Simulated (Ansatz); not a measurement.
Reaction (hydrogen abstraction from a Mg–H bond): `[NH2][MgH]` + `F[C](F)F`• → `[NH2][Mg]`• + `FC(F)F`

Computed with Ansatz on PBE0-D4/def2-TZVP structures; ΔE is electronic, products minus reactants. CCSD(T)/CBS adds triple-zeta CCSD(T) − MP2 to the extrapolated MP2 energy (def2 sets, frozen cores). This one scheme is used for every species. Functionals use def2-TZVPP. HSE06 is defined as in plane-wave codes. No spin–orbit coupling; open shells (•) take unrestricted orbitals. For Mg outer-core shells are correlated without core-valence functions, which leaves a few kJ/mol of doubt a bond.

`[NH2][MgH]`:

Cartesian coordinates in Å:
```
N 0.776 -0.325 -0.147
Mg -0.939 0.394 0.178
H 1.429 -0.660 0.546
H 1.215 -0.449 -1.048
H -2.482 1.040 0.471
```

`F[C](F)F`•:

Z-matrix (Å, degrees):
```
C
F 1 1.313
F 1 1.313 2 111.4
F 1 1.313 2 111.4 3 125.1
```

`[NH2][Mg]`•:

Cartesian coordinates in Å:
```
N -0.122 0.122 -0.031
Mg 1.203 -1.194 0.305
H -0.725 0.171 -0.841
H -0.356 0.902 0.567
```

`FC(F)F`:

Cartesian coordinates in Å:
```
F -0.769 -0.904 -0.558
C 0.049 0.006 -0.034
F -0.601 1.165 0.043
F 0.375 -0.379 1.198
H 0.946 0.112 -0.649
```

CCSD(T)/CBS gives -38.8 kcal/mol.

(1) Another level gave -38.5 kcal/mol. Which?
A. revPBE-D4/def2-TZVPP
B. CAM-B3LYP/def2-TZVPP
C. MP2/def2-TZVPP
D. HSE06-D4/def2-TZVPP

Largest T1 diagnostic among the species: 0.014.

Answers

(1) A. revPBE-D4 -38.5, HSE06-D4 -39.9, CAM-B3LYP -37.3, MP2/def2-TZVPP -44.0 kcal/mol.

At CCSD(T), def2-SVP lies −1.0 kcal/mol from the extrapolated value and def2-TZVPP −2.0 kcal/mol. In def2-TZVPP, CCSD(T) changes the Hartree–Fock value by −3.2 kcal/mol (the triples alone add −0.4 kcal/mol) and MP2 by −6.4 kcal/mol.

CCSD(T)/CBS has its own doubt, a few kJ/mol and more with outer-core shells, so smaller differences from it don't rank the levels.
